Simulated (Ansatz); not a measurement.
The system is Ti.

```
CELL_PARAMETERS angstrom
-1.64100 1.64100 1.64100
1.64100 -1.64100 1.64100
1.64100 1.64100 -1.64100
ATOMIC_POSITIONS crystal
Ti 0.00000 0.00000 0.00000
```

This isn't the form of Ti at room conditions, which is hcp.

Base run:

```yaml
Program: Ansatz 0.2.0
Functional: PBE
Potentials_or_basis: Ansatz PAW
Cutoff: "420 eV (not typed: the program's choice for these potentials)"
k_mesh: 11 × 11 × 11
Occupations: gaussian, width 0.05 eV
Spin: no spin polarisation
```

Its results: band gap on the k mesh none (metal or under the smearing width); pressure -2.7 GPa.

**Question.** The run is repeated on the same cell with these changes: functional from PBE to LDA. What comes out?

**Answer.** Band gap on the k mesh none (metal or under the smearing width); pressure -11.2 GPa.

LDA binds more tightly than PBE, so the same cell stands under less pressure.

Caveats: the PAW data sets come from PBE, with cores solved anew for the run's functional, which leaves a small shift of forces and pressure (some runs).
